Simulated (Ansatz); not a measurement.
Consider CsBr in the CsCl type structure (space group Pm-3m, No. 221).

```xyz
2
Lattice="4.2420 0.0000 0.0000 0.0000 4.2420 0.0000 0.0000 0.0000 4.2420" Properties=species:S:1:pos:R:3 pbc="T T T"
Cs     0.0000     0.0000     0.0000
Br     2.1210     2.1210     2.1210
```

Cartesian axes are those of the cell as printed.

All numbers come from PBEsol in Ansatz (plane waves to 420 eV, PAW, no SOC).

Before the change:

Valence-band top at Γ: 0.00, 0.00, 0.00 eV

Perturbation: biaxial strain −2.12 %, plane normal [110], relaxed out of plane (Cartesian); in-plane vectors clamped, the third vector and the atoms free.

Problem. What happens to the ratio −ε⊥/ε∥?

Solution. The ratio −ε⊥/ε∥ is 0.69.

Problem. How does this affect the valence-band top at Γ?

Solution. The valence-band top at Γ (three highest levels, from the VBM) goes from 0.00, 0.00, 0.00 eV to 0.00, -0.05, -0.09 eV.

The levels and masses belong to the bands next to the band gap. Whether these cells are dynamically stable was not tested.

Ansatz is a first-principles code.
